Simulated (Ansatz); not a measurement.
# SnO: band gap under strain

How does strain move the band edges of SnO, database structure, and do the functionals agree on it? States: -5.3 % biaxial strain in x and y, z held; +3.7 % equal strain in all directions.

Code: Ansatz 0.2.0. PAW datasets, plane waves. Computed at 0 K without zero-point motion; spin polarisation is off.

## (1) Starting point

The unstrained cell was relaxed with r2SCAN+rVV10; in each strained cell the atoms were relaxed again with r2SCAN+rVV10. Names of k-points are those of the unstrained zone, where strain can split equivalent points. First state: -5.3 % biaxial strain in x and y, z held.

Space group Pmn2_1 (No. 31), orthorhombic; a = 3.128 Å, b = 5.452 Å, c = 4.001 Å in the conventional setting, 17.06 Å³ an atom. Sn has 3 O at 2.10–2.11 Å; O has 3 Sn at 2.10–2.11 Å.

As a file:

```
Sn O
1.0
     3.12772    0.00000    0.00000
     0.00000    5.45197    0.00000
     0.00000    0.00000    4.00081
Sn O
2 2
Direct
  0.00000 0.24410 0.52789
  0.50000 0.75590 0.02789
  0.00000 0.88363 0.72211
  0.50000 0.11637 0.22211
```

From earlier runs on the unstrained cell: PBE 1.38 eV, r2SCAN 1.70 eV, HSE06 2.08 eV; a = 3.303 Å, b = 5.758 Å, c = 4.001 Å.

## (2) -5.3 % biaxial strain in x and y, z held: PBE

Contents of input.yaml:

```yaml
crystal:
  lattice:
    - [3.1277194475, 0.0, 0.0]
    - [0.0, 5.4519708333, 0.0]
    - [0.0, 0.0, 4.0008070933]
  atoms:
    - { symbol: Sn, position: [0.0, 0.2441002993, 0.5278874691] }
    - { symbol: Sn, position: [0.5, 0.7558997007, 0.0278874691] }
    - { symbol: O, position: [0.0, 0.88362689, 0.7221135309] }
    - { symbol: O, position: [0.5, 0.11637311, 0.2221135309] }
kpoints:
  mp_grid: { grid: [8, 4, 6] }
  band_path:
    path:
      - [0.0, 0.0, 0.0]
      - [0.5, 0.0, 0.0]
      - [0.5, 0.5, 0.0]
      - [0.0, 0.5, 0.0]
      - [0.0, 0.0, 0.5]
      - [0.5, 0.0, 0.5]
      - [0.5, 0.5, 0.5]
      - [0.0, 0.5, 0.5]
      - [0.229167, 0.0, 0.0]
      - [0.389323, -0.5, 0.0]
    npoints: 1
hamiltonian:
  xc: pbe
scf:
  occupations: { method: fermi_dirac, width: 0.02 }
  n_extra_bands: 5
output:
  forces: true
  stress: true
  eigenvalues: true
```

The run is started by

```
$ ansatz run input.yaml --threads 4 --pin off --max-ram 4608MiB --backend cpu --events-out ev --progress --plain --runs-dir out
```

The runs that follow: -5.3 % biaxial strain in x and y, z held: r2SCAN; -5.3 % biaxial strain in x and y, z held: HSE06; +3.7 % equal strain in all directions: PBE; +3.7 % equal strain in all directions: r2SCAN; +3.7 % equal strain in all directions: HSE06.

Q: Predict the outcome of this session.

**Answer**, as computed:

Least gap in eV (negative: overlap), with the change from the unstrained cell in brackets:

```
                                   state  volume change (%)           PBE        r2SCAN         HSE06
-5.3 % biaxial strain in x and y, z held              -10.3  1.04 (-0.34)  1.29 (-0.41)  1.62 (-0.46)
   +3.7 % equal strain in all directions              +11.6  1.65 (+0.27)  1.97 (+0.27)  2.38 (+0.30)
```

What this shows: With HSE06, of the states in the table -5.3 % biaxial strain in x and y, z held shifts the gap most, by -0.461 eV. PBE and HSE06 differ by 0.70 eV on the unstrained gap, and by at most 0.12 eV on its change: PBE follows the response to strain far better than the gap itself. Spin-orbit coupling is left out of the table, though the cell holds Sn (Z = 50); in an element this heavy it can shift bands and gaps by tenths of an eV.
